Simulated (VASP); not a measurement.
**GaN (F-43m) under biaxial strain in the (111) plane**

How do the elastic response and the band edges of GaN follow biaxial strain in the (111) plane?

Method: LDA; plane waves and PAW (Ga_d, N); cell typed or built by script, in the first sound run; inputs show where later runs differ, in VASP 6.6.1.

Report form: the programs' logs are mostly left out.

## Step 1: The starting structure

It takes space group F-43m (No. 216, cubic). The conventional cell has a = 4.500 Å, b = 4.500 Å, c = 4.500 Å, α = 90.00°, β = 90.00°, γ = 90.00°. Nearest to Ga lie 4 N at 1.95 Å. N has 4 Ga at 1.95 Å nearest. Farther neighbours and most contacts between anions are not listed.

Coordinates:

```cif
data_structure
_symmetry_space_group_name_H-M 'P 1'
_symmetry_Int_Tables_number 1
_cell_length_a 3.1820
_cell_length_b 3.1820
_cell_length_c 3.1820
_cell_angle_alpha 60.000
_cell_angle_beta 60.000
_cell_angle_gamma 60.000
_cell_volume 22.78
loop_
_atom_site_label
_atom_site_type_symbol
_atom_site_fract_x
_atom_site_fract_y
_atom_site_fract_z
_atom_site_occupancy
Ga1 Ga 0.00000 0.00000 0.00000 1
N2 N 0.25000 0.25000 0.25000 1
```

## Step 2: Relax the crystal, LDA

The series starts from the cell that this level prefers, so that zero strain is near zero stress.

This step took 2 runs in a row; the last is shown.

Level: LDA; plane waves and PAW (Ga_d, N); cell typed or built by script.

Contents of INCAR:

```
SYSTEM = GaN
PREC = Accurate
ENCUT = 600
EDIFF = 1E-07
NELM = 120
ISMEAR = 0
SIGMA = 0.02
LREAL = .FALSE.
ALGO = Normal
GGA = CA
NBANDS = 15
LASPH = .TRUE.
LORBIT = 11
LWAVE = .FALSE.
LCHARG = .FALSE.
KPAR = 16
IBRION = 2
NSW = 40
ISIF = 3
EDIFFG = -0.005
POTIM = 0.4
```

Contents of POSCAR:

```
GaN
1.0
    0.0000000000      2.2313343091      2.2313343091
    2.2313343091      0.0000000000      2.2313343091
    2.2313343091      2.2313343091      0.0000000000
Ga N
1 1
Direct
    0.0000000000      0.0000000000      0.0000000000
    0.2500000000      0.2500000000      0.2500000000
```

Contents of KPOINTS:

```
Automatic mesh
0
Gamma
11 11 11
0 0 0
```

PAW data sets: Ga_d and N (LDA family, release 64).

On the command line:

```console
> mpirun -np 16 vasp_std
```

Wall time 7.2 s (16 MPI ranks of Intel Xeon Platinum 8375C at 2.90GHz (Ice Lake), shared host); peak memory 2.5 GiB; 96 s of CPU time.

This run gave:

* energy(sigma→0) of the program: -13.9446 eV
* stress, compression positive: 0.01 along [111], 0.01 across it (mean), GPa
* volume: 22.219 Å³
* ionic steps: 1

## Step 3: Strain along the normal, LDA

One member in full: the plane is strained by 2 %, and the strain along the normal is moved by secant steps until the normal stress is under 0.012 GPa or five steps are spent; the atoms relax at each step.

This step took 4 runs, each at a new trial strain with the atoms of the one before; the last is shown.

Level: LDA; plane waves and PAW (Ga_d, N); cell typed or built by script.

INCAR: that of step 2 with these lines changed.

```diff
@@ -15,7 +15,7 @@
 LCHARG = .FALSE.
-KPAR = 16
-IBRION = 2
-NSW = 40
-ISIF = 3
-EDIFFG = -0.005
-POTIM = 0.4
+KPAR = 4
+IBRION = 1
+NSW = 25
+ISIF = 2
+EDIFFG = -0.004
+POTIM = 0.3
```

Contents of POSCAR:

```
GaN
1.0
   -0.0427317330      2.2332292620      2.2332292620
    2.2332292620     -0.0427317330      2.2332292620
    2.2332292620      2.2332292620     -0.0427317330
Ga N
1 1
Direct
    0.9986235032      0.9986235032      0.9986235032
    0.2513764968      0.2513764968      0.2513764968
```

KPOINTS is that of step 2.

On the command line:

```console
> mpirun -np 4 vasp_std
```

Elapsed: 17 s, on 4 MPI ranks; peak memory 0.71 GiB; 64 s of CPU time.

Read from the output:

* energy(sigma→0) of the program: -13.9206 eV
* stress, compression positive: 0.01 along [111], -8.68 across it (mean), GPa
* ionic steps: 1

## Step 4: Band edges, HSE06

Short lines in KPOINTS_OPT sample the zone centre along and across the normal of the plane, for masses, and the other valleys.

Level: HSE06; plane waves and PAW (Ga_d, N); cell typed or built by script.

Contents of INCAR:

```
SYSTEM = GaN
PREC = Accurate
ENCUT = 600
EDIFF = 1E-06
NELM = 100
ISMEAR = 0
SIGMA = 0.02
LREAL = .FALSE.
ALGO = Normal
LHFCALC = .TRUE.
AEXX = 0.25
GGA = PE
HFSCREEN = 0.2
LASPH = .TRUE.
NBANDS = 14
PRECFOCK = Fast
LWAVE = .FALSE.
LCHARG = .FALSE.
KPAR = 4
```

POSCAR is that of step 3.

Contents of KPOINTS:

```
Automatic mesh
0
Gamma
6 6 6
0 0 0
```

Contents of KPOINTS_OPT:

```
Line mode
6
Line-mode
Reciprocal
  0.00000000   0.00000000   0.00000000
  0.02032440   0.02032440   0.02032440

  0.00000000   0.00000000   0.00000000
 -0.01280678   0.01280678   0.00000000

  0.31000000   0.31000000   0.00000000
  0.50000000   0.50000000   0.00000000

  0.00000000   0.31000000   0.31000000
  0.00000000   0.50000000   0.50000000

  0.45000000   0.45000000   0.45000000
  0.50000000   0.50000000   0.50000000

  0.45000000   0.00000000   0.00000000
  0.50000000   0.00000000   0.00000000

  0.42500000   0.42500000   0.00000000
  0.42465995   0.44277147   0.01777147

  0.50000000   0.50000000   0.50000000
  0.48719322   0.51280678   0.50000000
```

On the command line:

```console
> mpirun -np 4 vasp_std
```

It took 8.3 min on 4 MPI ranks; peak memory 1.2 GiB; 33 min of CPU time.

Read from the output:

| Item | Value |
| --- | --- |
| energy(sigma→0) of the program | -14.7590 eV |

## Step 5: The table

Hybrid runs start from orbitals of a short LDA run, not shown.

Runs beyond LDA use the data sets made with LDA; this shifts their levels slightly, and their total energies have another zero.

The other members went through these steps as far as the tables show, with the same cutoff and, step by step, the same mesh; 49 runs are not shown. The session took 9.3 core hours (wall time by ranks) on a shared machine.

```csv
in-plane strain (%),strain along the normal (%),"in-plane stress, tension positive (GPa)",energy above the unstrained row (meV/atom),"gap on the mesh, LDA (eV)"
-2.000,0.941,-10.030,13.904,2.038
-1.500,0.701,-7.397,7.824,2.021
-1.000,0.465,-4.852,3.519,1.998
-0.500,0.234,-2.379,0.928,1.971
0,0.000,-0.010,0.000,1.940
0.500,-0.222,2.290,0.701,1.856
1.000,-0.443,4.503,2.972,1.772
1.500,-0.659,6.634,6.754,1.687
2.000,-0.873,8.676,12.020,1.603
```

Slopes at zero strain, from cubics through all rows: strain ratio -0.454, stress over strain 468 GPa.

Band edges at HSE06, counted from the valence-band top at Γ, with one row partly withheld:

```
in-plane strain (%)  gap (eV)  conduction band at Γ (eV)  Δ or X valley along z (eV)  Δ or X valley along x (eV)  lowest conduction level at L, [111] (eV)  lowest conduction level at L, [-111] (eV)  second valence level below the top (eV)  third valence level below the top (eV)
             -2.000     3.350                      3.350                       4.415                       4.415                                     6.800                                      6.384                                    0.000                                   0.220
             -1.500     3.326                      3.326                       4.441                       4.441                                     6.681                                      6.374                                    0.000                                   0.160
             -1.000     3.296                      3.296                       4.462                       4.462                                     6.562                                      6.362                                    0.000                                   0.103
             -0.500     3.260                      3.260                       4.479                       4.479                                     6.444                                      6.345                                    0.000                                   0.050
                  0     3.221                      3.221                       4.492                       4.492                                     6.327                                      6.327                                    0.000                                   0.000
              0.500     3.130                      3.130                       4.454                       4.454                                         ?                                      6.260                                    0.046                                   0.046
              1.000     3.039                      3.039                       4.416                       4.416                                     6.008                                      6.193                                    0.088                                   0.088
              1.500     2.948                      2.948                       4.377                       4.377                                     5.855                                      6.127                                    0.127                                   0.127
              2.000     2.856                      2.856                       4.338                       4.338                                     5.705                                      6.061                                    0.163                                   0.163
```

Conduction masses, in electron masses:

```csv
in-plane strain (%),"conduction mass at Γ, along the strain axis or the normal of the plane","conduction mass at Γ, across the strain axis or in the plane"
-2.000,0.193,0.222
-1.500,0.197,0.218
-1.000,0.198,0.211
-0.500,0.200,0.206
0,0.202,0.202
0.500,0.202,0.197
1.000,0.203,0.191
1.500,0.203,0.186
2.000,0.202,0.182
```

## Step 6: Fit and prediction

The quantity to fit is the splitting of the lowest conduction levels at the L points ([111] less [-111]) at HSE06: 0.416, 0.307, 0.201, 0.099, 0.000, -0.185, -0.272, -0.356 eV in the rows shown.

Fitting a parabola to the 8 known rows (d: strain along the axis less the strain across it, in %) gives E = 0.003021 d² + 0.1326 d + 1.17e-4 in eV; the residuals are 8.6e-5 eV r.m.s.

At d = -0.7223 this predicts -0.0941 eV.

## Step 7: Checking the prediction

The calculation gives -0.0941 eV, so the prediction is right to the last digit shown.

The splitting is Ξu times 8/9 of d, with d as a fraction, so the linear term gives Ξu = 14.9 eV.

## Step 8: Outcome

```
ratio of normal to in-plane strain                                  : -0.454
biaxial modulus                                                     : 468 GPa
gap of the unstrained cell, HSE06                                   : 3.22 eV
shear deformation potential Ξu of the lowest conduction levels at L : 14.9 eV
error of the predicted row                                          : 0.0 meV
```

**Reading.** As a check, the curvature of the energy gives 467 GPa for the same modulus (energy per volume = M × strain²), 0 % from the slope of the stress. The energy also has a linear term worth 0.15 GPa that the stress column lacks, a mark of the finite basis. At HSE06 the lowest conduction valley is Γ throughout, and the gap runs between 2.86 and 3.35 eV. Hole masses are left out throughout, since the top bands are degenerate or cross in many series; of conduction masses, those of the Γ, L and (for Si and Ge under (001) strain) Δ valleys are kept where they change by under an eighth between rows. HSE06 ran on a coarser mesh than the semilocal levels. Spin-orbit coupling is left out at HSE06, so the valence splittings there lack it. Δ or X levels are the lowest on their line, refined by a parabola unless they lie at X; the gap is read from all points sampled and can differ from the lowest valley by some meV, or by tens of meV where strain moves the valence top off Γ. Temperature, zero-point motion and excitons are left out.

[Lines on the potential files, build, host, timing and source positions are cut from VASP's logs without a mark.]

[Logs are printed without paths, hosts, clocks, repeated set-up lines and the standing remarks that a program may print on its own settings, such as how far it seeks lower states.]

[Hosts, paths, dates, database ids (printed as entryN), source tags and the programs' standing remarks are cut or masked in the printed files.]

[In band tables of VASP the shares of atoms and orbitals are scaled to a sum of 1 inside the atoms' spheres.]
